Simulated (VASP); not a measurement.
# CuCl (Nantokite) (F-43m) in VASP: notebook

One crystal, CuCl (Nantokite), is run at these levels: PBE; tasks: relaxation of cell and atoms.

All numbers are computed with VASP 6.6.1; they aren't measurements. Logs are shortened: lines on timing, memory, paths and dates and some standing lists are left out, and cuts for length are marked.

## (1) The structure

It takes space group F-43m (No. 216, cubic). The conventional cell has a = 5.406 Å, b = 5.406 Å, c = 5.406 Å, α = 90.00°, β = 90.00°, γ = 90.00°. Cu (site symmetry -43m) has 4 Cl at 2.34 Å as nearest neighbours. Cl (site symmetry -43m) is surrounded by 4 Cu at 2.34 Å.

## (2) Relaxation of cell and atoms, PBE

INCAR reads:

```
SYSTEM = CuCl
ALGO = Normal
EDIFF = 1E-6
EDIFFG = -0.01
ENCUT = 300
GGA = PE
IBRION = 2
ISIF = 3
ISMEAR = 0
LASPH = .TRUE.
LCHARG = .FALSE.
LREAL = .FALSE.
LWAVE = .FALSE.
NELM = 80
NSW = 90
PREC = Accurate
SIGMA = 0.03
```

KPOINTS reads:

```
k-points
0
G
  5 5 5
  0 0 0
```

POSCAR reads:

```
CuCl
1.0
    0.0000000000      2.7028500000      2.7028500000
    2.7028500000      0.0000000000      2.7028500000
    2.7028500000      2.7028500000      0.0000000000
Cu Cl
1 1
Direct
    0.0000000000      0.0000000000      0.0000000000
    0.2500000000      0.2500000000      0.2500000000
```

Potentials or basis: VASP PAW PBE potentials, release 64 (Cu, Cl).

Launch:

```bash
> cat potpaw_PBE.64/Cu/POTCAR potpaw_PBE.64/Cl/POTCAR > POTCAR
> mpirun -np 1 vasp_std > vasp.out
```

OUTCAR:

```text
SYSTEM = CuCl
   EDIFF = 1E-6
   EDIFFG = -0.01
   ENCUT = 300
   GGA = PE
   IBRION = 2
   ISIF = 3
   ISMEAR = 0
   LASPH = .TRUE.
   LREAL = .FALSE.
   NELM = 80
   NSW = 90
   PREC = Accurate

 ion  position               nearest neighbor table
   1  0.000  0.000  0.000-   2 2.34   2 2.34   2 2.34   2 2.34
   2  0.250  0.250  0.250-   1 2.34   1 2.34   1 2.34   1 2.34

  LATTYP: Found a face centered cubic cell.
 ALAT       =     5.4057000000

  Lattice vectors:

 A1 = (   0.0000000000,   2.7028500000,   2.7028500000)
 A2 = (   2.7028500000,   0.0000000000,   2.7028500000)
 A3 = (   2.7028500000,   2.7028500000,   0.0000000000)

Analysis of symmetry for initial positions (statically):
=====================================================================
 Subroutine PRICEL returns:
 Original cell was already a primitive cell.

 Routine SETGRP: Setting up the symmetry group for a
 face centered cubic supercell.

 Subroutine GETGRP returns: Found 24 space group operations
 (whereof 24 operations were pure point group operations)
 out of a pool of 48 trial point group operations.

The static configuration has the point symmetry T_d .

Analysis of symmetry for dynamics (positions and initial velocities):
=====================================================================
 Subroutine PRICEL returns:
 Original cell was already a primitive cell.

 Routine SETGRP: Setting up the symmetry group for a
 face centered cubic supercell.

 Subroutine GETGRP returns: Found 24 space group operations
 (whereof 24 operations were pure point group operations)
 out of a pool of 48 trial point group operations.

The dynamic configuration has the point symmetry T_d .

 Subroutine INISYM returns: Found 24 space group operations
 (whereof 24 operations are pure point group operations),
 and found     1 'primitive' translations

----------------------------------------------------------------------------------------

                                     Primitive cell

  volume of cell :      39.4908

  direct lattice vectors                    reciprocal lattice vectors
     0.000000000  2.702850000  2.702850000    -0.184989918  0.184989918  0.184989918
     2.702850000  0.000000000  2.702850000     0.184989918 -0.184989918  0.184989918
     2.702850000  2.702850000  0.000000000     0.184989918  0.184989918 -0.184989918

  length of vectors
     3.822407127  3.822407127  3.822407127     0.320411937  0.320411937  0.320411937

  position of ions in fractional coordinates (direct lattice)
     0.000000000  0.000000000  0.000000000
     0.250000000  0.250000000  0.250000000

  ion indices of the primitive-cell ions
   primitive index   ion index
                 1           1
                 2           2

----------------------------------------------------------------------------------------

 KPOINTS: k-points

Automatic generation of k-mesh.
 Grid dimensions read from file:
 generate k-points for:    5    5    5

 Generating k-lattice:

  Cartesian coordinates                     Fractional coordinates (reciprocal lattice)
    -0.036997984  0.036997984  0.036997984     0.200000000  0.000000000  0.000000000
     0.036997984 -0.036997984  0.036997984     0.000000000  0.200000000  0.000000000
     0.036997984  0.036997984 -0.036997984     0.000000000  0.000000000  0.200000000

  Length of vectors
     0.064082387  0.064082387  0.064082387

  Shift w.r.t. Gamma in fractional coordinates (k-lattice)
     0.000000000  0.000000000  0.000000000

 Subroutine IBZKPT returns following result:
 ===========================================

 Found     10 irreducible k-points:

 Following reciprocal coordinates:
            Coordinates               Weight
  0.000000  0.000000  0.000000      1.000000
  0.200000  0.000000  0.000000      8.000000
  0.400000  0.000000  0.000000      8.000000
  0.200000  0.200000  0.000000      6.000000
  0.400000  0.200000  0.000000     24.000000
 -0.400000  0.200000  0.000000     24.000000
 -0.200000  0.200000  0.000000     12.000000
  0.400000  0.400000  0.000000      6.000000
 -0.400000  0.400000  0.000000     12.000000
 -0.400000  0.400000  0.200000     24.000000
   k-points           NKPTS =     10   k-points in BZ     NKDIM =     10   number of bands    NBANDS=     13
   number of dos      NEDOS =    301   number of ions     NIONS =      2
   total plane-waves  NPLWV =  13824
   dimension x,y,z NGX =    24 NGY =   24 NGZ =   24
   dimension x,y,z NGXF=    48 NGYF=   48 NGZF=   48
   ions per type =               1   1
   NGX,Y,Z   is equivalent  to a cutoff of  10.44, 10.44, 10.44 a.u.
   NGXF,Y,Z  is equivalent  to a cutoff of  20.88, 20.88, 20.88 a.u.
 SYSTEM =  CuCl
   PREC   = accura    normal or accurate (medium, high low for compatibility)
   ISTART =      0    job   : 0-new  1-cont  2-samecut
   ICHARG =      2    charge: 1-file 2-atom 10-const
   ISPIN  =      1    spin polarized calculation?
   LNONCOLLINEAR =      F non collinear calculations
   LSORBIT =      F    spin-orbit coupling
   LASPH  =      T    aspherical Exc in radial PAW
   ENCUT  =  300.0 eV  22.05 Ry    4.70 a.u.   5.40  5.40  5.40*2*pi/ulx,y,z
   NELM   =     80;   NELMIN=  2; NELMDL= -5     # of ELM steps
   EDIFF  = 0.1E-05   stopping-criterion for ELM
   LREAL  =      F    real-space projection
   EDIFFG = -.1E-01   stopping-criterion for IOM
   NSW    =     90    number of steps for IOM
   IBRION =      2    ionic relax: 0-MD 1-quasi-New 2-CG
   NFREE  =      1    steps in history (QN), initial steepest desc. (CG)
   ISIF   =      3    stress and relaxation
   ISYM   =      2    0-nonsym 1-usesym 2-fastsym
   POTIM  = 0.5000    time-step for ionic-motion
   TEBEG  =    0.0;   TEEND  =   0.0 temperature during run
   PSTRESS=    0.0 pullay stress
   NELECT =      18.0000    total number of electrons
   NUPDOWN=      -1.0000    fix difference up-down
   EMIN   =  10.00;   EMAX   =-10.00  energy-range for DOS
   EFERMI =   0.00;   METHOD = LEGACY
   ISMEAR =     0;   SIGMA  =   0.03  broadening in eV -4-tet -1-fermi 0-gaus
   EFERMI_NEDOS =   21; number of points for ismear=-14 and -15
   IALGO  =     38    algorithm
   IMIX   =      4    mixing-type and parameters
     AMIX     =   0.40;   BMIX     =  1.00
     AMIX_MAG =   1.60;   BMIX_MAG =  1.00
  volume/ion in A,a.u.               =      19.75       133.25
  Fermi-wavevector in a.u.,A,eV,Ry     =   1.259893  2.380853 21.596947  1.587331
  Thomas-Fermi vector in A             =   2.393430
   LORBIT       =      0    0 simple, 1 ext, 2 COOP (PROOUT), +10 PAW based schemes
   GGA     = PE    functional components
   LHFCALC =     F    Hartree Fock is set to
   AEXX    =    0.0000 exact exchange contribution
   IVDW    =     0    specifies the selected vdW correction
   LEPSILON=     F    determine dielectric tensor
   LRPA    =     F    only Hartree local field effects (RPA)
 conjugate gradient relaxation of ions
 non-spin polarized calculation
 Gauss-broadening in eV      SIGMA  =   0.03
  energy-cutoff  :      300.00
  volume of cell :       39.49
 maximum number of plane-waves:       483
 NGX is ok and might be reduce to    24
   NGX = 11   NGY = 11   NGZ = 11

--------------------------------------- Ionic step        1  -------------------------------------------

 number of electron      17.9999980 magnetization

 Free energy of the ion-electron system (eV)
  ---------------------------------------------------
  ext. energy  EPLUGINS =         0.00000000
  ---------------------------------------------------
  free energy    TOTEN  =        -6.33309872 eV

  energy without entropy =       -6.33309872  energy(sigma->0) =       -6.33309872

------------------------ aborting loop because EDIFF is reached ----------------------------------------

  FORCE on cell =-STRESS in cart. coord.  units (eV):
  Direction    XX          YY          ZZ          XY          YZ          ZX
  --------------------------------------------------------------------------------------
  -------------------------------------------------------------------------------------
  Total       -0.0869432     -0.0869432     -0.0869432      0.0000000      0.0000000     -0.0000000
  in kB       -3.5273667     -3.5273667     -3.5273667      0.0000000      0.0000000     -0.0000000
  external PRESSURE =      -3.5273667 kB  Pullay stress =       0.0000000 kB

 VOLUME and BASIS-vectors are now :
 -----------------------------------------------------------------------------
  energy-cutoff  :      300.00
  volume of cell :       39.49
      direct lattice vectors                 reciprocal lattice vectors
     0.000000000  2.702850000  2.702850000    -0.184989918  0.184989918  0.184989918
     2.702850000  0.000000000  2.702850000     0.184989918 -0.184989918  0.184989918
     2.702850000  2.702850000  0.000000000     0.184989918  0.184989918 -0.184989918

 POSITION                                       TOTAL-FORCE (eV/Angst)
 -----------------------------------------------------------------------------------
      0.00000      0.00000      0.00000         0.000000      0.000000      0.000000
      1.35143      1.35143      1.35143        -0.000000     -0.000000     -0.000000
 -----------------------------------------------------------------------------------
    total drift:                               -0.000003     -0.000003     -0.000004

  FREE ENERGIE OF THE ION-ELECTRON SYSTEM (eV)
  ---------------------------------------------------
  free  energy   TOTEN  =        -6.3330987234 eV
[... 17 lines left out ...]
 VOLUME and BASIS-vectors are now :
 -----------------------------------------------------------------------------
  energy-cutoff  :      300.00
  volume of cell :       39.24
      direct lattice vectors                 reciprocal lattice vectors
     0.000000000  2.697181619  2.697181619    -0.185378692  0.185378692  0.185378692
     2.697181619  0.000000000  2.697181619     0.185378692 -0.185378692  0.185378692
     2.697181619  2.697181619  0.000000000     0.185378692  0.185378692 -0.185378692

 POSITION                                       TOTAL-FORCE (eV/Angst)
 -----------------------------------------------------------------------------------
      0.00000      0.00000      0.00000        -0.000000     -0.000000     -0.000000
      1.34859      1.34859      1.34859         0.000000      0.000000      0.000000
 -----------------------------------------------------------------------------------
    total drift:                               -0.000003     -0.000003     -0.000004

  FREE ENERGIE OF THE ION-ELECTRON SYSTEM (eV)
  ---------------------------------------------------
  free  energy   TOTEN  =        -6.3333142059 eV

  energy  without entropy=       -6.3333142059  energy(sigma->0) =       -6.33331421

--------------------------------------- Ionic step        3  -------------------------------------------

 number of electron      17.9999975 magnetization

 Free energy of the ion-electron system (eV)
  ---------------------------------------------------
  ext. energy  EPLUGINS =         0.00000000
  ---------------------------------------------------
  free energy    TOTEN  =        -6.33332171 eV

  energy without entropy =       -6.33332171  energy(sigma->0) =       -6.33332171

 E-fermi :   4.1481     XC(G=0):  -9.4541

 val. band max:        3.9852668151   @ k =   0.0000   0.0000   0.0000
 cond. band min:       4.5341751607   @ k =   0.0000   0.0000   0.0000
 fundamental gap:      0.5489083456
 Fermi energy:         4.1481005169

 k-point     1 :       0.0000    0.0000    0.0000
  band No.  band energies     occupation
      1     -13.1069      2.00000
      2      -0.9940      2.00000
      3      -0.9940      2.00000
      4      -0.9940      2.00000
      5       2.4787      2.00000
      6       2.4787      2.00000
      7       3.9853      2.00000
      8       3.9853      2.00000
      9       3.9853      2.00000
     10       4.5342      0.00000
     11      10.7391      0.00000
     12      10.7391      0.00000
     13      10.7391      0.00000

 k-point     2 :       0.2000    0.0000    0.0000
  band No.  band energies     occupation
      1     -12.9573      2.00000
      2      -1.6701      2.00000
      3      -0.9858      2.00000
      4      -0.9858      2.00000
      5       2.4640      2.00000
      6       2.4640      2.00000
      7       3.3236      2.00000
      8       3.8079      2.00000
      9       3.8079      2.00000
     10       5.8180      0.00000
     11      10.1181      0.00000
     12      11.1473      0.00000
     13      11.1473      0.00000
[... 139 lines left out ...]
 VOLUME and BASIS-vectors are now :
 -----------------------------------------------------------------------------
  energy-cutoff  :      300.00
  volume of cell :       39.29
      direct lattice vectors                 reciprocal lattice vectors
     0.000000000  2.698214289  2.698214289    -0.185307743  0.185307743  0.185307743
     2.698214289  0.000000000  2.698214289     0.185307743 -0.185307743  0.185307743
     2.698214289  2.698214289  0.000000000     0.185307743  0.185307743 -0.185307743

 POSITION                                       TOTAL-FORCE (eV/Angst)
 -----------------------------------------------------------------------------------
      0.00000      0.00000      0.00000        -0.000000      0.000000      0.000000
      1.34911      1.34911      1.34911         0.000000     -0.000000     -0.000000
 -----------------------------------------------------------------------------------
    total drift:                               -0.000003     -0.000003     -0.000004

  FREE ENERGIE OF THE ION-ELECTRON SYSTEM (eV)
  ---------------------------------------------------
  free  energy   TOTEN  =        -6.3333217058 eV

  energy  without entropy=       -6.3333217058  energy(sigma->0) =       -6.33332171

 reached required accuracy - stopping structural energy minimisation
```

It took 4.3 s on 1 thread of Intel Xeon 6975P-C (Granite Rapids), shared host; peak memory 0.13 GiB.

These settings aren't checked as converged: the numbers below hold their error.

What came out:

| Property | Result |
| --- | --- |
| Free energy | -6.3333 eV |
| Relaxed volume | 19.64 Å³/atom |
| Relaxed cell | a = 3.816 Å, b = 3.816 Å, c = 3.816 Å, α = 60.00°, β = 60.00°, γ = 60.00° |
| Space group after relaxing (to 0.05 Å) | F-43m (No. 216) |
| Energy gained by relaxing | 0.1 meV/atom |
| Ionic steps | 3 |
| Band gap on the k mesh | 0.55 eV, direct |

Caveat: the cutoff is under 1.25 times the usual one of these potentials, so pressure, stress and relaxed cells hold a basis-set (Pulay) error.

## (3) Relaxation of cell and atoms, PBE

This run uses another cell than the first one, of 19.64 Å³/atom, 0.995 times its volume.

Changes to INCAR since step 2:

```diff
@@ -2,4 +2,4 @@
 ALGO = Normal
-EDIFF = 1E-6
-EDIFFG = -0.01
+EDIFF = 1E-7
+EDIFFG = -0.005
 ENCUT = 300
```

KPOINTS is that of step 2.

POSCAR reads:

```
CuCl                                    
1.0
    0.0000000000      2.6982142890      2.6982142890
    2.6982142890      0.0000000000      2.6982142890
    2.6982142890      2.6982142890      0.0000000000
  Cu              Cl            
     1     1
Direct
     0.0000000000000000    0.0000000000000000    0.0000000000000000
     0.2500000000000000    0.2500000000000000    0.2500000000000000
```

Potentials or basis: VASP PAW PBE potentials, release 64 (Cu, Cl).

Launch:

```bash
> cat potpaw_PBE.64/Cu/POTCAR potpaw_PBE.64/Cl/POTCAR > POTCAR
> mpirun -np 1 vasp_std > vasp.out
```

Run time: 3.4 s. Hardware: 1 thread of Intel Xeon 6975P-C (Granite Rapids), shared host; peak memory 0.13 GiB.

These settings aren't checked as converged: the numbers below hold their error.

Results:

```yaml
Free_energy: -6.3331 eV
Relaxed_volume: 19.63 Å³/atom
Relaxed_cell: a = 3.815 Å, b = 3.815 Å, c = 3.815 Å, α = 60.00°, β = 60.00°, γ = 60.00°
Space_group_after_relaxing_to_0.05_Å: F-43m (No. 216)
Energy_gained_by_relaxing: 0.0 meV/atom
Ionic_steps: 2
Band_gap_on_the_k_mesh: 0.55 eV, direct
```

Caveat: the cutoff is under 1.25 times the usual one of these potentials, so pressure, stress and relaxed cells hold a basis-set (Pulay) error.
